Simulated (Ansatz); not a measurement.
I need a relaxation of the ions of AgCl, space group Fm-3m. Use the Ansatz DFT code, driven from Python. Use: PBE, PAW, cutoff 470 eV, 4×4×4 k-points, fixed occupations.

```yaml
crystal:
  lattice:
    - [0.00000, 2.73500, 2.73500]
    - [2.73500, 0.00000, 2.73500]
    - [2.73500, 2.73500, 0.00000]
  atoms:
    - { symbol: Ag, position: [0.00000, 0.00000, 0.00000] }
    - { symbol: Cl, position: [0.50000, 0.50000, 0.50000] }
```

The script, `agcl_relax.py`:
```python
# -*- coding: utf-8 -*-
'''Ionic relaxation of AgCl.'''

import ansatz as az
from ase.data import atomic_numbers
import numpy as np
import pandas as pd
import spglib


def main():
    vectors = np.array([
        [0.0, 2.735, 2.735],
        [2.735, 0.0, 2.735],
        [2.735, 2.735, 0.0],
    ])
    xtal = (
        az.Lattice.of(vectors)
        .atom('Ag', (0.0, 0.0, 0.0))
        .atom('Cl', (0.5, 0.5, 0.5))
    )
    # push one atom off its site

    calc = (
        xtal.move(1, to=(0.5, 0.5, 0.5366)).calculation()
        .occupations('fixed')
        .basis(470)
        .kpoints(4)
        .functional('pbe')
        .relax(max_steps=40)
        .bader_charges()
    )
    steps = []


    def collect(event):
        if event['event'] == 'relax_step':
            steps.append(event['data'])


    out = calc.session().plan().execute(on_event=collect)
    data = out.report
    for s in steps:
        flag = '' if s['accepted'] else '  (rejected)'
        print('step %2d  E = %.5f eV  Fmax = %.4f eV/A%s' % (s['step'], s['lagrangian_ev'], s['allowed_force_max_ev_ang'], flag))

    first, last = steps[0], steps[-1]
    symbols = [site.symbol for site in out.lattice.sites]
    print(f'energy gained {first["lagrangian_ev"] - last["lagrangian_ev"]:.4f} eV in {len(steps) - 1} steps')

    moved = np.linalg.norm(np.array(last['positions_ang']) - np.array(first['positions_ang']), axis=1)
    print('displacement by atom (A):', ' '.join(f'{s}:{d:.3f}' for s, d in zip(symbols, moved)))

    fractions = [site.position_frac for site in out.lattice.sites]
    numbers = [atomic_numbers[s] for s in symbols]
    for tolerance in (1e-3, 1e-2, 1e-1):
        print(f'space group at {tolerance} A:', spglib.get_spacegroup((out.lattice.cell_ang, fractions, numbers), symprec=tolerance))

    print('atom   start x y z (A)              end x y z (A)')
    for symbol, a, b in zip(symbols, first['positions_ang'], last['positions_ang']):
        print(f'{symbol:3s}', ' '.join(f'{v:8.4f}' for v in a), '  ', ' '.join(f'{v:8.4f}' for v in b))

    print('relaxed fractional positions')
    for site in out.lattice.sites:
        print(f'  {site.symbol:2s}', ' '.join(f'{v % 1:8.5f}' for v in np.round(site.position_frac, 5)))

    for key in ('converged', 'n_iterations', 'n_electrons', 'n_kpoints', 'n_pw', 'n_symmetry_ops', 'free_energy_ev', 'fermi_energy_ev'):
        print(f'{key:18s} {data[key]}')

    print('doubts on the final state:', data['published_state_doubts'] or 'none')
    print('warnings:', sorted({n['data']['kind'] for n in out.notices if n['data'].get('severity') in ('warning', 'doubt')}) or 'none')

    basins = out.bader_charges()
    frame = pd.DataFrame([(a.symbol, a.partial_charge_e, a.basin.volume_ang3) for a in basins.atoms], columns=['atom', 'charge (e)', 'volume (A^3)'])
    print(frame.round(3).to_string())
    print('sum of charges', round(frame['charge (e)'].sum(), 4), ' sum of volumes', round(frame['volume (A^3)'].sum(), 3))


if __name__ == '__main__':
    main()
```

```console
$ python agcl_relax.py
step  1  E = -8670.83375 eV  Fmax = 0.1560 eV/A
step  2  E = -8670.84226 eV  Fmax = 0.1025 eV/A
step  3  E = -8670.84908 eV  Fmax = 0.0029 eV/A
step  4  E = -8670.84908 eV  Fmax = 0.0030 eV/A
energy gained 0.0153 eV in 3 steps
displacement by atom (A): Ag:0.069 Cl:0.069
space group at 0.001 A: Imm2 (44)
space group at 0.01 A: Fm-3m (225)
space group at 0.1 A: Fm-3m (225)
atom   start x y z (A)              end x y z (A)
Ag    0.0000   0.0000   0.0000      0.0490   0.0490   0.0000
Cl    2.8351   2.8351   2.7350      2.7861   2.7861   2.7350
relaxed fractional positions
  Ag  0.00000  0.00000  0.01793
  Cl  0.50000  0.50000  0.51867
converged          True
n_iterations       2
n_electrons        26.0
n_kpoints          18
n_pw               941
n_symmetry_ops     4
free_energy_ev     -8670.849084280613
fermi_energy_ev    8.83175349975762
doubts on the final state: none
warnings: none
  atom  charge (e)  volume (A^3)
0   Ag       0.573        18.813
1   Cl      -0.573        22.103
sum of charges 0.0  sum of volumes 40.917
```

Reading the output:
- Absolute energies stand on the zero of these potentials, so only differences at equal settings mean something. A total without «per atom» is that of the cell as typed.
- Under fixed occupations the level called the Fermi level is the highest filled one on the SCF mesh; off the mesh a filled band can lie a little above it.
- Energy and stress may still move on a finer k-point mesh.
- Only differences from the Fermi energy are physical; the zero of the scale is a convention.
- Energies along a relaxation are free energies. A last row that repeats the one before re-solves the same geometry more tightly.
- Bader volumes count only the part of each basin above a small density, so their sum can fall short of the cell.
- Of the deposited cell: the entry's cell lengths or inner coordinates differ somewhat from later room-temperature determinations.
- The starting cell is as deposited in a crystallographic database; the results hold for this polymorph, which needn't be the stable one.
- Wall time of the script: 10 s on 1 thread of Intel(R) Xeon(R) 6975P-C (Granite Rapids) (shared host), peak memory 0.43 GiB.

(A comment or docstring line of the script was reworded after the run, the code is as it ran; lines on the test bed's own set-up are left out of the output.)
